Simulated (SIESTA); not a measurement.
C:

```
C
1.0
     0.00000    1.78337    1.78337
     1.78337    0.00000    1.78337
     1.78337    1.78337    0.00000
C
2
Cartesian
  2.6751 2.6751 2.6751
  1.7834 1.7834 1.7834
```

This isn't the form of C at room conditions, which is graphite.

Base run:

```yaml
Program: SIESTA 5.4.2
Functional: vdW-DF-cx
Potentials_or_basis: PseudoDojo 0.4 standard (PBE files)
Basis: DZP (energy shift 0.003 Ry)
Grid_cutoff: 500 Ry
Energy_shift: 0.003 Ry
k_mesh: 13 × 13 × 13
Occupations: fermi-dirac, width 0.05 eV
Spin: no spin polarisation
```

Its results: band gap on the k mesh 4.23 eV, indirect (least direct gap 5.67 eV); pressure 8.4 GPa.

Q: After a change of settings the same cell gave: band gap on the k mesh 4.29 eV, indirect (least direct gap 5.69 eV); pressure 10.3 GPa. Which change was it?
A. functional from vdW-DF-cx to PBE; basis from DZP (energy shift 0.003 Ry) to TZDP (energy shift 0.003 Ry)
B. functional from vdW-DF-cx to PBE
C. functional from vdW-DF-cx to optB88-vdW
D. functional from vdW-DF-cx to PBEsol; potentials or basis from PseudoDojo 0.4 standard (PBE files) to PseudoDojo 0.4 standard (PBEsol files)

A: B.

Caveats: the basis of atomic orbitals isn't converged, which shifts pressures, moduli and gaps; the potentials were made for another functional, which shifts forces and pressure (some runs).
